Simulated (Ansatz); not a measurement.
Runs of Ansatz 0.2.0 on Pb. The structure is cubic, space group Im-3m (No. 229). The conventional cell has a = 3.959 Å, b = 3.959 Å, c = 3.959 Å, α = 90.00°, β = 90.00°, γ = 90.00°. Around Pb (site symmetry m-3m) lie 8 Pb at 3.43 Å. This isn't the form of Pb at room conditions, which is fcc.

```csv
task,level,potentials or basis,spin,k mesh,cutoff (eV),basis error allowed,pressure (GPa)
band structure,PBEsol,"all-electron LAPW, inner shells corrected to Dirac's equation",off,9 × 9 × 9,163,0.001 eV/atom,-1.9
projected density of states,r2SCAN+D3(BJ),all-electron PAW datasets made for the crystal,"collinear, ferromagnetic start",9 × 9 × 9,260,-,-1.4
band structure,PBEsol,"all-electron LAPW, relativistic spinors","SOC, no magnetisation",7 × 7 × 7,163,0.001 eV/atom,(b)
band structure,PBEsol,"all-electron LAPW, scalar-relativistic",off,9 × 9 × 9,163,0.001 eV/atom,-2.0
band structure,PBEsol,"all-electron LAPW, scalar-relativistic",off,7 × 7 × 7,163,0.001 eV/atom,(a)
```

Alike in all rows: cell as given; smearing fermi-dirac 0.05 eV.

Estimate the missing entries.

(a) -2.2; (b) -1.6.

Caveats: the k mesh is thin for a metal, which can move the energy by tens of meV per atom (some runs); the program warned that the printed levels may be off, so bands, gaps and densities of states are rough (some runs); pairwise dispersion overbinds metals, which lowers pressure and volume (some runs).

Not every run made on this cell is shown here.
